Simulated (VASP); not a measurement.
Set up this calculation in VASP 6.6.1, as the native input.

* Task: relaxation of cell and atoms
* Functional: PBEsol
* Potentials or basis: VASP PAW PBE potentials, release 64 (Al)
* Cutoff: 600 eV
* k mesh: 8 × 8 × 8
* Occupations: gaussian, width 0.1 eV
* Spin: no spin polarisation
* Dipole correction: no
* Further INCAR settings: ALGO = Normal; EDIFF = 1e-06; IBRION = 2; EDIFFG = -0.04; NSW = 90; ISIF = 3

The structure of Al lies in POSCAR:

```
Al
1.0
   -1.4122003936      1.4122003936      2.1484568852
    1.4122003936     -1.4122003936      2.1484568852
    1.4122003936      1.4122003936     -2.1484568852
Al
1
Direct
    0.0000000000      0.0000000000      0.0000000000
```

The cell was built by a generator and needn't be a form met in nature.

One way to write it, as run:

INCAR

```
PREC = Accurate
ENCUT = 600
EDIFF = 1E-6
ISMEAR = 0
SIGMA = 0.1
LREAL = F
LASPH = T
NELM = 100
ALGO = Normal
ISIF = 3
LWAVE = F
LCHARG = F
GGA = PS
IBRION = 2
NSW = 90
EDIFFG = -0.04
```

KPOINTS

```
Automatic mesh
0
Gamma
  8 8 8
```

Potentials or basis: VASP PAW PBE potentials, release 64 (Al).

The run is started by

```sh
$ cat potpaw_PBE.64/Al/POTCAR > POTCAR
$ mpirun -np 1 vasp_std > vasp.out
```

Results of the run:

```
Relaxed volume                         : 16.26 Å³/atom
Relaxed cell                           : a = 2.844 Å, b = 2.844 Å, c = 2.844 Å, α = 120.00°, β = 120.00°, γ = 90.00°
Space group after relaxing (to 0.05 Å) : Fm-3m (No. 225)
Energy gained by relaxing              : 23.2 meV/atom
Ionic steps                            : 15
Pressure after relaxing                : -0.2 GPa
Band gap on the k mesh                 : none (metal or under the smearing width)
```

Caveat: the k mesh is coarse (spacing up to 0.39 Å⁻¹), so the values aren't converged; the PAW data sets were made with another functional, which shifts forces and pressure a little.

It took 10 s on 1 thread of Intel(R) Xeon(R) 6975P-C (Granite Rapids) (shared host), peak memory 0.13 GiB.
